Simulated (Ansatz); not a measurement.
# Si (I4_1/amd) in Ansatz: single point with PBE0

Aim: the single point of Si with PBE0.

Program: Ansatz 0.2.0. These are calculated values, not measurements. Logs are shortened: lines on timing, memory, paths and dates and some standing lists are left out, and cuts for length are marked.

## (1) The structure

The structure is tetragonal, space group I4_1/amd (No. 141). The conventional cell has a = 4.743 Å, b = 4.743 Å, c = 2.659 Å, α = 90.00°, β = 90.00°, γ = 90.00°. Si (site symmetry -4m2) is surrounded by 6 Si at 2.46 to 2.66 Å.

This isn't the form of Si at room conditions, which is diamond.

## (2) Single point, PBE0

input

```
crystal:
  lattice:
    - [-2.3713723045, 2.3713723045, 1.3292653899]
    - [2.3713723045, -2.3713723045, 1.3292653899]
    - [2.3713723045, 2.3713723045, -1.3292653899]
  atoms:
    - { symbol: Si, position: [0.5, 0.5, 0.0] }
    - { symbol: Si, position: [0.25, 0.75, 0.5] }
hamiltonian:
  xc: pbe0
  pseudopotentials: { kind: paw }
kpoints:
  mp_grid: { grid: [8, 8, 8] }
scf:
  occupations: { method: fermi_dirac, width: 0.05 }
output:
  forces: true
  stress: true
  eigenvalues: true
```

Potentials or basis: Ansatz PAW.

Output:

```text
Warning: output.stress: scf.convergence.dr2_threshold = 1e-7 eV (the SCF's general default) is looser than the 2e-10 eV advised for a printed stress (1e-10 eV for each atom of the cell: 2). What an SCF threshold leaves in a stress goes as its square root, and in the free energy as the threshold itself, and one threshold admits the most on a small cell: of the crystals measured, under no hybrid functional and no lock of the moments, on runs that ended without the residual-converged pass, on stresses that held no estimate of that error, the worst erred by over 100 MPa in a component at 1e-7 eV an atom and by under 5 at 1e-10. Set scf.convergence.dr2_threshold to 2e-10 eV or tighter. The threshold is an SCF's pass mark: one that does not reach it within its budget of iterations ends unconverged, or closes short of it on a stop that the run arms, and scf.convergence.dr2_threshold's page says what that costs each kind of run
Warning: output.stress: scf.exx.energy_threshold = 1e-6 eV is looser than the 2e-8 eV advised for a stress under a hybrid functional (1e-8 eV for each atom of the cell: 2). Every SCF of the exchange loop can meet its threshold on dr2 while the loop round them stops early: no threshold on dr2 bounds what that leaves in the stress. Set scf.exx.energy_threshold to 2e-8 eV or tighter. The threshold is the loop's pass mark: a loop that does not reach it within its budget of cycles ends unconverged, and scf.exx.energy_threshold's page has the law
GPUs: using 1 of 1 available (devices: 1).
Engine: ansatz 0.2.0, x86_64-unknown-linux-gnu
Pseudopotentials: kind: paw
Pseudopotential: Si, paw, valence charge 4, recommended cutoff 420 eV (normal), Si.paw.azcp
Functional definition: PBE0
  parameter a = 0.25
  parameter kappa = 0.804
  parameter beta = 0.06672455060314922
  exchange = (1 - a)*pbe_x(kappa = kappa, mu = beta*pi^2/3) + a*exact_x
  correlation = pbe_c(beta = beta)
device memory: the entry about to start is reckoned to put 0.6 GiB on a device that reports 20.0 GiB free (of which the cap on the GPU budget leaves the run 18.0 GiB)
GPU FFT provider: cuFFT
GPU libraries: cuBLAS 13.8.2, cuFFT 12.4.0, cuSOLVER 12.3.4
Crystal: 2 atoms, lattice volume = 29.900 Å³
Basis set: ecut = 420 eV, 581 PW (Γ), exchange–correlation on 50×50×50 points (8 copies of the dense FFT grid, shifted against one another)
Bands: 8, of which v1, the nominal top of the filled ones, is band 4 counted from 1 (3 counted from 0)
Symmetry: 16 space group operations
Space group: I41/amd (ITA 141), of the structure as read, at distance tolerance 3.1e-5 Å
k-points: 59 of 512
Non-local potential: Si, projectors of the file, l = 0: 2, l = 1: 2, l = 2: 2
PAW form: soft (Blöchl's): semilocal exchange-correlation on the pseudo side does not see the compensation charge
PAW frozen core: Si, regenerated for the run's functional, and the local potential with it (the file was generated under x = pbe(κ = 0.804, μ = 0.2195149727645171), c = pbe(β = 0.06672455060314922))
PAW one-centre angular grid: Si, 110 points (default); XC on 64 Gauss nodes
Initial density: superposition of atomic densities (neutral atoms: chi_scale 0, normalization atom), corrected by the library's trained network
Initial wavefunctions: pseudopotential atomic-orbital guess
GPU buffer pool allocated for 15625 grid points (all kernels)
GPU transforms: local potential and band sums: pruned to the plane-wave sphere, on 25×25×25
Functional: x = pbe(κ = 0.804, μ = 0.2195149727645171), c = pbe(β = 0.06672455060314922), warm-up for x = 0.75 pbe(κ = 0.804, μ = 0.2195149727645171) + 0.25 exact, c = pbe(β = 0.06672455060314922)
SCF iter   1: F=—  HF=-1271.026113 eV  |F-HF|=—  |Δ(HF+E_count)|=         —  Δρ=1.63e-3  dr2=3.13e-4  ethr=1.77e-3  ⟨swp⟩=7.5  Hψ=2448  notcnv=0
preconditioner: auto → none  [metal: Δε(μ)=0.075 eV  Ē_g=10.229 eV  σ=0.050 eV  W_gap=0.34  n_scr=4 (ndim 8)  ℏωp=19.2 eV  f_vac=0.000  D(μ)=1.16/eV (n_scr^D=8)  sad-step TF]
SCF iter   2: F=—  HF=-1271.026323 eV  |F-HF|=—  |Δ(HF+E_count)|=   2.10e-4  Δρ=9.63e-4  dr2=1.12e-4  ethr=3.92e-6  ⟨swp⟩=4.3  Hψ=1147  notcnv=0  defer=29
iter 3 solved again at ethr=6.94e-10 eV; its pass at ethr=1.40e-6 eV (dr2=5.55e-8 eV) is discarded
[... 45 lines left out ...]
preconditioner: auto → none  [insulator: Δε(μ)=0.244 eV  Ē_g=12.306 eV  σ=0.050 eV  W_gap=0.83  n_scr=4 (ndim 8)  ℏωp=19.2 eV  f_vac=0.000  D(μ)=0.15/eV (n_scr^D=0)]
SCF iter   2: F=—  HF=-1272.096073 eV  |F-HF|=—  |Δ(HF+E_count)|=   1.30e-4  Δρ=2.12e-5  dr2=1.63e-6  ethr=2.69e-9  ⟨swp⟩=4.0  Hψ=1141  notcnv=0
SCF iter   3: F=—  HF=-1272.096078 eV  |F-HF|=—  |Δ(HF+E_count)|=   4.72e-6  Δρ=1.37e-5  dr2=3.07e-7  ethr=1.32e-9  ⟨swp⟩=2.8  Hψ=810  notcnv=0  defer=4
Mixer restart at iter 3: flushing history
SCF iter   4: F=—  HF=-1272.096079 eV  |F-HF|=—  |Δ(HF+E_count)|=   8.90e-7  Δρ=8.38e-6  dr2=5.95e-8  ethr=2.97e-10  ⟨swp⟩=3.3  Hψ=978  notcnv=0  defer=15
SCF iter   5: F=—  HF=-1272.096079 eV  |F-HF|=—  |Δ(HF+E_count)|=   1.31e-7  Δρ=4.25e-6  dr2=2.79e-8  ethr=1.04e-10  ⟨swp⟩=3.1  Hψ=917  notcnv=0  defer=8
SCF iter   6: F=-1272.096079 eV  HF=-1272.096079 eV  |F-HF|=1.41e-11  |Δ(HF+E_count)|=   6.69e-8  Δρ=7.98e-7  dr2=3.68e-10  ethr=2.73e-11  ⟨swp⟩=3.4  Hψ=897  notcnv=0  defer=19
SCF 4 converged in 6 iterations: F = -1272.096079 eV  dr2 = 3.68e-10
  Residual-converged pass: ⟨swp⟩=2.9  Hψ=803  notcnv=0  max |occ|·‖R‖ = 2.4e-6 eV (tolerance 2.4e-6 eV)  dr2=3.69e-10  dr2_onsite=1.52e-11  max |Δocc| = 2.4e-12
hybrid outer 3: dexx = +4.248e-5 eV, tail = 1.22e-9 eV, Δε = 4.51e-2 eV (about 2.42e-4 eV left of the loop's levels)
hybrid SCF converged: 3 outer / 14 inner (+5 warm-up), last move |dexx| = 4.25e-5 eV, tail = 1.22e-9 eV
Stability not checked: this state was not tested for a lower state beside it, because the functional holds exact exchange (a hybrid, or Hartree-Fock), whose exchange loop this test does not read (fock_operator; see scf.lower_state_search)
Free energy (F): -1272.096079 eV
Frozen-core exchange: fock
Harris-Foulkes:  -1272.096079 eV  (|F-HF|=1.41e-11)
Internal energy: -1272.094773 eV  (E = F + TS)
E sigma→0 (E₀):  -1272.095426 eV
Entropy (-TS):   -0.001306 eV (-0.653 meV/atom)
Fermi energy:    9.969897 eV
--- Per-component energies (eV) ---
  E_band       = 25.929896
  E_kinetic    = 82.545825
  E_local      = -1.790077  (includes V_loc(G=0)·N_el)
  E_nonlocal   = 49.859767
  E_hartree    = 2.254464
  E_xc         = -86.937505
  E_vxc        = -74.727037  (∫ρ·V_xc dr)
  E_exx        = -14.170709  (= α·E_x^exact, valence–valence)
  E_paw        = -1036.470595  (= ΣΔE_a)
  E_vpaw       = -6.126107  (= ΣTr[D̂ρ^β])
  E_aug_tail   = 0.000013  (compensation charges beyond the density's cutoff)
  E_ewald      = -267.272733
  E_core_change = -0.113223  (= ΣΔE_core)
  E_smearing   = -0.001306  (= −TS)
  E_closure    = 0.000000  (closes the sum)
  Σ components = -1272.096079   (vs F -1272.096079, Δ=0.00e0)
--- Forces (eV/Å), atoms counted from 1 ---
  atom   1  Si    -0.00000000     0.00000000     0.00000000
  atom   2  Si    -0.00000000    -0.00000000     0.00000000
  max |Σ_I F_I| component: 2.78e-17 eV/Å
--- Stress (GPa, compression-positive) ---
        0.590164      -0.000000       0.000000
       -0.000000       0.590164       0.000000
        0.000000       0.000000       1.715198
  P = ⅓ Tr σ = 0.9652 GPa (9.652 kbar)
--- Band table (eV; the first three rows and the last of 59) ---
  k-point 0: bands = ["-6.2445", "6.6352", "6.6352", "7.7545", "12.0687", "18.6687", "20.4654", "20.4654"]
  k-point 1: bands = ["-6.0226", "4.2954", "6.8611", "9.3448", "13.4952", "16.9632", "19.2506", "20.2377"]
  k-point 2: bands = ["-5.3618", "1.5923", "7.5055", "10.7606", "14.6467", "16.6787", "17.2248", "19.7632"]
  k-point 58: bands = ["0.0780", "0.0780", "1.6124", "1.6124", "16.4856", "16.4856", "24.9647", "24.9647"]
```

It took 87 s on 1 × NVIDIA H100 80GB HBM3 with 2 threads of AMD EPYC 7R13 (Zen 3), shared host; peak memory 2.3 GiB.

What came out:

```yaml
Free_energy: -1272.0961 eV
Pressure: 1.0 GPa
Band_gap_on_the_k_mesh: none (metal or under the smearing width)
```

Stress tensor (GPa, compression positive):
```
0.59 0.00 0.00
0.00 0.59 0.00
0.00 0.00 1.72
```

Caveat: the PAW data sets come from PBE, with cores solved anew for the run's functional, which leaves a small shift of forces and pressure; the thresholds are loose for stress.
